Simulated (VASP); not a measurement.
# Na (Im-3m) in VASP: a series of runs, part 2 of 2

VASP 6.6.1. Earlier steps stand in the parts before.

## Step 3: Relaxation of cell and atoms, rev-vdW-DF2

run.py reads:

```python
from ase.calculators.vasp import Vasp
from ase.io import read

atoms = read('Na.cif', primitive_cell=True, subtrans_included=False)
calc = Vasp(
    directory='calc',
    xc='rev-vdw-df2',
    pp='PBE',
    setups='recommended',
    prec='Accurate',
    encut=600,
    ediff=1e-06,
    ismear=-1,
    sigma=0.05,
    lreal=False,
    lasph=True,
    nelm=60,
    algo='Normal',
    isif=3,
    lwave=False,
    lcharg=False,
    ibrion=2,
    nsw=60,
    ediffg=-0.01,
    kpts=[9, 9, 9],
    gamma=True,
)
atoms.calc = calc

print('energy (eV):', atoms.get_potential_energy())
print('free energy (eV):', atoms.get_potential_energy(force_consistent=True))
print('forces (eV/A):')
print(atoms.get_forces())
print('stress (eV/A^3, Voigt):', atoms.get_stress())
print('Fermi level (eV):', calc.get_fermi_level())
print('cell (A, degrees):', atoms.cell.cellpar())
print('volume (A^3):', atoms.get_volume())
print('scaled positions:')
print(atoms.get_scaled_positions())
```

Na.cif reads:

```cif
data_Na
_cell_length_a 4.28200000
_cell_length_b 4.28200000
_cell_length_c 4.28200000
_cell_angle_alpha 90.00000000
_cell_angle_beta 90.00000000
_cell_angle_gamma 90.00000000
_space_group_name_H-M_alt 'Im-3m'
_space_group_name_Hall '-I 4 2 3'
_space_group_IT_number 229
loop_
_space_group_symop_operation_xyz
'x,y,z'
'-x,-y,-z'
'-y,x,z'
'y,-x,-z'
'-x,-y,z'
'x,y,-z'
'y,-x,z'
'-y,x,-z'
'x,-y,-z'
'-x,y,z'
'-y,-x,-z'
'y,x,z'
'-x,y,-z'
'x,-y,z'
'y,x,-z'
'-y,-x,z'
'z,x,y'
'-z,-x,-y'
'z,-y,x'
'-z,y,-x'
'z,-x,-y'
'-z,x,y'
'z,y,-x'
'-z,-y,x'
'-z,x,-y'
'z,-x,y'
'-z,-y,-x'
'z,y,x'
'-z,-x,y'
'z,x,-y'
'-z,y,x'
'z,-y,-x'
'y,z,x'
'-y,-z,-x'
'x,z,-y'
'-x,-z,y'
'-y,z,-x'
'y,-z,x'
'-x,z,y'
'x,-z,-y'
'-y,-z,x'
'y,z,-x'
'-x,-z,-y'
'x,z,y'
'y,-z,-x'
'-y,z,x'
'x,-z,y'
'-x,z,-y'
'x+1/2,y+1/2,z+1/2'
'-x+1/2,-y+1/2,-z+1/2'
'-y+1/2,x+1/2,z+1/2'
'y+1/2,-x+1/2,-z+1/2'
'-x+1/2,-y+1/2,z+1/2'
'x+1/2,y+1/2,-z+1/2'
'y+1/2,-x+1/2,z+1/2'
'-y+1/2,x+1/2,-z+1/2'
'x+1/2,-y+1/2,-z+1/2'
'-x+1/2,y+1/2,z+1/2'
'-y+1/2,-x+1/2,-z+1/2'
'y+1/2,x+1/2,z+1/2'
'-x+1/2,y+1/2,-z+1/2'
'x+1/2,-y+1/2,z+1/2'
'y+1/2,x+1/2,-z+1/2'
'-y+1/2,-x+1/2,z+1/2'
'z+1/2,x+1/2,y+1/2'
'-z+1/2,-x+1/2,-y+1/2'
'z+1/2,-y+1/2,x+1/2'
'-z+1/2,y+1/2,-x+1/2'
'z+1/2,-x+1/2,-y+1/2'
'-z+1/2,x+1/2,y+1/2'
'z+1/2,y+1/2,-x+1/2'
'-z+1/2,-y+1/2,x+1/2'
'-z+1/2,x+1/2,-y+1/2'
'z+1/2,-x+1/2,y+1/2'
'-z+1/2,-y+1/2,-x+1/2'
'z+1/2,y+1/2,x+1/2'
'-z+1/2,-x+1/2,y+1/2'
'z+1/2,x+1/2,-y+1/2'
'-z+1/2,y+1/2,x+1/2'
'z+1/2,-y+1/2,-x+1/2'
'y+1/2,z+1/2,x+1/2'
'-y+1/2,-z+1/2,-x+1/2'
'x+1/2,z+1/2,-y+1/2'
'-x+1/2,-z+1/2,y+1/2'
'-y+1/2,z+1/2,-x+1/2'
'y+1/2,-z+1/2,x+1/2'
'-x+1/2,z+1/2,y+1/2'
'x+1/2,-z+1/2,-y+1/2'
'-y+1/2,-z+1/2,x+1/2'
'y+1/2,z+1/2,-x+1/2'
'-x+1/2,-z+1/2,-y+1/2'
'x+1/2,z+1/2,y+1/2'
'y+1/2,-z+1/2,-x+1/2'
'-y+1/2,z+1/2,x+1/2'
'x+1/2,-z+1/2,y+1/2'
'-x+1/2,z+1/2,-y+1/2'
loop_
_atom_site_label
_atom_site_type_symbol
_atom_site_symmetry_multiplicity
_atom_site_Wyckoff_symbol
_atom_site_fract_x
_atom_site_fract_y
_atom_site_fract_z
_atom_site_occupancy
Na1 Na 2 a 0.0000000000 0.0000000000 0.0000000000 1
```

Potentials or basis: VASP PAW PBE potentials, release 64 (Na_pv).

On the command line:

```console
python run.py
```

What it wrote:

```text
<dir> UserWarning: vdW has been enabled, however no location for the vdw_kernel.bindat file has been specified. Set ASE_VASP_VDW environment variable to copy the vdW kernel.
  warnings.warn(
energy (eV): 0.61838364
free energy (eV): 0.61681861
forces (eV/A):
[[-0. -0.  0.]]
stress (eV/A^3, Voigt): [ 0.00022836  0.00022836  0.00022836  0.          0.         -0.        ]
Fermi level (eV): 0.36378533
cell (A, degrees): [  3.60664197   3.60664197   3.60664197 109.47122063 109.47122063
 109.47122063]
volume (A^3): 36.114965604257215
scaled positions:
[[0. 0. 0.]]
```

OUTCAR:

```text
ENCUT = 600.000000
   EDIFF = 1.00e-06
   EDIFFG = -1.00e-02
   GGA = MK
   PREC = Accurate
   IBRION = 2
   ISIF = 3
[... 606 lines left out ...]
  --------------------------------------------------------------------------------------
  -------------------------------------------------------------------------------------
  Total       -0.0082474     -0.0082474     -0.0082474     -0.0000000      0.0000000     -0.0000000
  in kB       -0.3658809     -0.3658809     -0.3658809     -0.0000000      0.0000000     -0.0000000
  external PRESSURE =      -0.3658809 kB  Pullay stress =       0.0000000 kB
[... 20 lines left out ...]
  energy  without entropy=        0.6199486662  energy(sigma->0) =        0.61838364

Total vdW correction in eV:      1.6885154

 reached required accuracy - stopping structural energy minimisation
```

INCAR:

```text
AGGAC = 0.000000
ENCUT = 600.000000
PARAM1 = 0.123400
PARAM2 = 0.711357
SIGMA = 0.050000
ZAB_VDW = -1.886700
EDIFF = 1.00e-06
EDIFFG = -1.00e-02
ALGO = Normal
GGA = MK
PREC = Accurate
IBRION = 2
ISIF = 3
ISMEAR = -1
NELM = 60
NSW = 60
LASPH = .TRUE.
LCHARG = .FALSE.
LUSE_VDW = .TRUE.
LWAVE = .FALSE.
LREAL = .FALSE.
```

It took 2.2 min on 1 thread of AMD EPYC 7R43 (Zen 3), shared host; peak memory 0.31 GiB.

What came out:

- Free energy: 0.6168 eV
- Relaxed volume: 36.11 Å³/atom
- Relaxed cell: a = 3.607 Å, b = 3.607 Å, c = 3.607 Å, α = 109.47°, β = 109.47°, γ = 109.47°
- Space group after relaxing (to 0.05 Å): Im-3m (No. 229)
- Energy gained by relaxing: 5.6 meV/atom
- Ionic steps: 5
- Pressure after relaxing: 0.0 GPa
- Band gap on the k mesh: none (metal or under the smearing width)

Step by step:
| step | energy change (eV) | largest force (eV/Å) | pressure (GPa) | volume (Å³) |
| --- | --- | --- | --- | --- |
| 1 | 0.0000 | 0.0000 | -0.55 | 39.26 |
| 2 | -0.0023 | 0.0000 | -0.44 | 38.50 |
| 3 | -0.0056 | 0.0000 | -0.08 | 36.30 |
| 4 | -0.0056 | 0.0000 | 0.12 | 35.85 |
| 5 | -0.0056 | 0.0000 | -0.04 | 36.11 |

Final structure:
```xyz
1
Lattice="-2.0823 2.0823 2.0823 2.0823 -2.0823 2.0823 2.0823 2.0823 -2.0823" Properties=species:S:1:pos:R:3 pbc="T T T"
Na    0.0000    0.0000    0.0000
```

Caveat: the PAW data sets were made with another functional, which shifts forces and pressure a little.

## Step 4: Single point, LDA

INCAR reads:

```
  PREC = Accurate
  ENCUT = 550
  EDIFF = 1E-6
  ISMEAR = 0
  SIGMA = 0.05
  LREAL = False
  LASPH = True
  NELM = 60
  ALGO = Normal
  ISIF = 2
  LWAVE = False
  LCHARG = False
  GGA = CA
```

KPOINTS reads:

```
regular mesh
0
Gamma
  9 9 9
```

POSCAR reads:

```
Na
1.0
   -2.1410000000      2.1410000000      2.1410000000
    2.1410000000     -2.1410000000      2.1410000000
    2.1410000000      2.1410000000     -2.1410000000
Na
1
Direct
    0.0000000000      0.0000000000      0.0000000000
```

Potentials or basis: VASP PAW LDA potentials, release 64 (Na_sv_GW).

On the command line:

```console
cat potpaw_LDA.64/Na_sv_GW/POTCAR > POTCAR
mpirun -np 1 vasp_std > vasp.out
```

OUTCAR:

```text
PREC = Accurate
   ENCUT = 550
   EDIFF = 1E-6
   ISMEAR = 0
   LREAL = False
   LASPH = True
   NELM = 60
   ISIF = 2
   GGA = CA

 ion  position               nearest neighbor table
   1  0.000  0.000  0.000-

  LATTYP: Found a body centered cubic cell.
 ALAT       =     4.2820000000

  Lattice vectors:

 A1 = (  -2.1410000000,   2.1410000000,   2.1410000000)
 A2 = (   2.1410000000,  -2.1410000000,   2.1410000000)
 A3 = (   2.1410000000,   2.1410000000,  -2.1410000000)

Analysis of symmetry for initial positions (statically):
=====================================================================
 Subroutine PRICEL returns:
 Original cell was already a primitive cell.

 Routine SETGRP: Setting up the symmetry group for a
 body centered cubic supercell.

 Subroutine GETGRP returns: Found 48 space group operations
 (whereof 48 operations were pure point group operations)
 out of a pool of 48 trial point group operations.

The static configuration has the point symmetry O_h .

[... 160 lines left out ...]

 val. band max:       -0.1097661529   @ k =  -0.3333   0.4444   0.1111
 cond. band min:       0.0840880422   @ k =   0.4444   0.0000   0.0000
 fundamental gap:      0.1938541951
 Fermi energy:        -0.0631682527

 k-point     1 :       0.0000    0.0000    0.0000
  band No.  band energies     occupation
      1     -52.4335      2.00000
      2     -24.9858      2.00000
      3     -24.9858      2.00000
      4     -24.9858      2.00000
      5      -3.1578      2.00000
      6      11.2833      0.00000
      7      11.2833      0.00000
      8      11.2833      0.00000
[... 243 lines left out ...]
 k-point    24 :      -0.4444   -0.4444    0.1111
  band No.  band energies     occupation
      1     -52.4315      2.00000
      2     -25.0127      2.00000
      3     -25.0003      2.00000
      4     -24.9903      2.00000
      5       1.2768      0.00000
      6       1.6747      0.00000
      7       5.0140      0.00000
      8       8.5000      0.00000

 [... further k-points ...]

------------------------ aborting loop because EDIFF is reached ----------------------------------------

  FORCE on cell =-STRESS in cart. coord.  units (eV):
  Direction    XX          YY          ZZ          XY          YZ          ZX
  --------------------------------------------------------------------------------------
  -------------------------------------------------------------------------------------
  Total       -0.3830613     -0.3830613     -0.3830613      0.0000000      0.0000000     -0.0000000
  in kB      -15.6339571    -15.6339571    -15.6339571      0.0000000      0.0000000     -0.0000000
  external PRESSURE =     -15.6339571 kB  Pullay stress =       0.0000000 kB

 VOLUME and BASIS-vectors are now :
 -----------------------------------------------------------------------------
  energy-cutoff  :      550.00
  volume of cell :       39.26
      direct lattice vectors                 reciprocal lattice vectors
    -2.141000000  2.141000000  2.141000000     0.000000000  0.233535731  0.233535731
     2.141000000 -2.141000000  2.141000000     0.233535731  0.000000000  0.233535731
     2.141000000  2.141000000 -2.141000000     0.233535731  0.233535731  0.000000000

 POSITION                                       TOTAL-FORCE (eV/Angst)
 -----------------------------------------------------------------------------------
      0.00000      0.00000      0.00000        -0.000000     -0.000000      0.000000
 -----------------------------------------------------------------------------------
    total drift:                                0.000000     -0.000000      0.000000

  FREE ENERGIE OF THE ION-ELECTRON SYSTEM (eV)
  ---------------------------------------------------
  free  energy   TOTEN  =        -3.5490352023 eV

  energy  without entropy=       -3.5482558238  energy(sigma->0) =       -3.54864551
```

stdout:

```text
POSCAR found type information on POSCAR Na
 POSCAR found :  1 types and       1 ions
 scaLAPACK will be used
 LDA part: xc-table for (Slater(with rela. corr.)+CA(PZ))
 , standard interpolation
 POSCAR, INCAR and KPOINTS ok, starting setup
 FFT: planning ... GRIDC
 FFT: planning ... GRID_SOFT
 FFT: planning ... GRID
 WAVECAR not read
 entering main loop
```

Wall time 6.4 s (1 thread of AMD EPYC 7R13 (Zen 3), shared host); peak memory 0.1 GiB.

What came out:

```
Free energy            : -3.5490 eV
Pressure               : -1.6 GPa
Band gap on the k mesh : none (metal or under the smearing width)
```

Levels at points of the mesh, in eV from the Fermi level:
```
           k point  band 2  band 3  band 4  band 5  band 6  band 7
(0.00, 0.00, 0.00)  -24.92  -24.92  -24.92   -3.09   11.35   11.35
```

## Step 5: The runs side by side

```tsv
task	level	potentials or basis	cell	cutoff (eV)	smearing	optimiser	gap on the mesh (eV)	pressure (GPa)	relaxed volume (Å³/atom)
relaxation of cell and atoms	PBEsol+D4	VASP PAW PBE potentials, release 64 (Na_pv)	relaxed	600	methfessel-paxton 0.1 eV	vasp	none	0.0	36.06
relaxation of cell and atoms	rev-vdW-DF2	VASP PAW PBE potentials, release 64 (Na_pv)	relaxed	600	fermi-dirac 0.05 eV	vasp	none	0.0	36.11
single point	LDA	VASP PAW LDA potentials, release 64 (Na_sv_GW)	as given	550	gaussian 0.05 eV	-	none	-1.6	-
```

Alike in all rows: no spin polarisation; k mesh 9 × 9 × 9.

Caveats: the PAW data sets were made with another functional, which shifts forces and pressure a little (some runs); pairwise dispersion overbinds metals, which lowers pressure and volume (some runs).

Absolute energies hang on the potentials; compare differences alone.
